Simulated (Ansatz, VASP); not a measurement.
# KBr in VASP and in Ansatz

```
CELL_PARAMETERS angstrom
4.04350 0.00000 0.00000
0.00000 4.04350 0.00000
0.00000 0.00000 4.04350
ATOMIC_POSITIONS crystal
K 0.00000 0.00000 0.00000
Br 0.50000 0.50000 0.50000
```

Measurements of this composition are mostly on another form, of space group No. 225.

Alike in both runs: task single point; functional LDA; k mesh 6 × 6 × 6; occupations gaussian, width 0.05 eV; no spin polarisation.

```csv
,VASP,Ansatz
version,VASP 6.6.1,Ansatz 0.2.0
potentials or method,"VASP PAW LDA potentials, release 64 (K_sv, Br)","scalar-relativistic, plane waves, PAW"
plane-wave cutoff (eV),520,420
valence electrons in the cell,16,16
```

```tsv
	VASP	Ansatz	Ansatz less VASP
gap on the k mesh at the Fermi level (eV)	3.48	3.47	-0.009
least direct gap on the mesh (eV)	3.75	3.74	-0.010
pressure (GPa)	-2.6	-2.6	-0.03
```

A k mesh can miss the band edges.
